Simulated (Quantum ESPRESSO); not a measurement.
## CdS (Greenockite) in Quantum ESPRESSO: the effect of functional

The system is CdS (Greenockite).

```
CELL_PARAMETERS angstrom
4.15000 0.00000 0.00000
-2.07500 3.59401 0.00000
0.00000 0.00000 6.73700
ATOMIC_POSITIONS crystal
Cd 0.66667 0.33333 0.50000
Cd 0.33333 0.66667 0.00000
S 0.66667 0.33333 0.87500
S 0.33333 0.66667 0.37500
```

Alike in all runs:

* Program: Quantum ESPRESSO 7.5
* Task: phonons
* Cutoff: 612 eV
* Density cutoff: 4898 eV
* k mesh: 4 × 4 × 2, shifted
* Occupations: fermi-dirac, width 0.05 eV
* Spin: no spin polarisation

Each run relaxes the cell or the atoms first.

```csv
functional,potentials or basis,relaxed volume (Å³/atom),dielectric constant (mean),highest phonon frequency (cm⁻¹)
LDA,GBRV 1.5 LDA,24.01,7.03,308
PBE,GBRV 1.5 PBE,26.22,6.50,281
PW91,GBRV 1.5 PBE,26.13,6.57,284
AM05,GBRV 1.5 PBE,25.15,6.61,291
RPBE,GBRV 1.5 PBE,?,?,?
vdW-DF-cx,GBRV 1.5 PBE,25.16,6.73,293
```

**Question.** What does the run with functional RPBE give?

**Answer.** Relaxed volume 27.26 Å³/atom; dielectric constant 6.21 mean; highest phonon frequency 269 cm⁻¹.

Caveats: all runs use coarse meshes; the potentials were made for another functional, which shifts forces and pressure (some runs).
